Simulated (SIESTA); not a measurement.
Runs of SIESTA 5.4.2 on Te. The structure is trigonal, space group P3_121 (No. 152). Conventional cell: a = 4.454 Å, b = 4.454 Å, c = 5.924 Å, α = 90.00°, β = 90.00°, γ = 120.00°. Te (site symmetry 2) has 2 Te at 2.86 Å as nearest neighbours. 

```tsv
task	level	potentials or basis	cell	gap on the mesh (eV)	pressure (GPa)	V0 of scaled cells (Å³/atom)	B0 (GPa)	largest force (eV/Å)
equation of state	PBEsol	PseudoDojo 0.4 standard (PBEsol files), DZP (energy shift 0.003 Ry; two zetas on semicore shells)	as given	-	-	34.15	48	-
band structure	AM05	PseudoDojo 0.4 standard (PBEsol files), DZP (energy shift 0.003 Ry; two zetas on semicore shells)	as given	-	0.7	-	-	0.51
equation of state	LDA	PseudoDojo 0.4 standard (LDA files), DZP (energy shift 0.003 Ry; two zetas on semicore shells)	as given	-	-	(a)	51	-
band structure	LDA	PseudoDojo 0.4 standard (LDA files), DZP (energy shift 0.003 Ry; two zetas on semicore shells)	as given	-	-0.7	-	-	0.53
band structure	vdW-DF-cx	PseudoDojo 0.4 standard (PBE files), DZP (energy shift 0.003 Ry; two zetas on semicore shells)	as given	-	1.2	-	-	0.61
single point	PBEsol	PseudoDojo 0.4 standard (PBEsol files), DZP (energy shift 0.003 Ry; two zetas on semicore shells)	as given	0.56	0.4	-	-	0.58
band structure	BLYP	PseudoDojo 0.4 standard (PBE files), DZP (energy shift 0.003 Ry; two zetas on semicore shells)	as given	-	(b)	-	-	0.66
single point	PBEsol	PseudoDojo 0.4 standard (PBEsol files), DZP (energy shift 0.003 Ry; two zetas on semicore shells)	atoms moved at random, drawn with an rms of 0.05 Å	0.42	0.0	-	-	0.54
```

Alike in all rows: no spin polarisation; k mesh 7 × 7 × 5; smearing fermi-dirac 0.05 eV; grid cutoff 500 Ry; energy shift 0.003 Ry.

Question: Estimate the missing entries.

Answer: (a) 33.48; (b) 6.4.

Caveats: the basis of atomic orbitals isn't converged, which shifts pressures, moduli and gaps; spin-orbit coupling is left out, which moves the levels of the heavy elements (some runs); the potentials were made for another functional, which shifts forces and pressure (some runs); the cell was scaled at fixed shape and fractional positions, which overstates the stiffness of a crystal with free parameters, most of all of layers and chains (some runs); an odd mesh through Γ misses points on the zone boundary, where band edges often lie (some runs).

A k mesh can miss the band edges, and the runs leave out spin-orbit coupling on Te.

Runs at the PBE level aren't shown here.
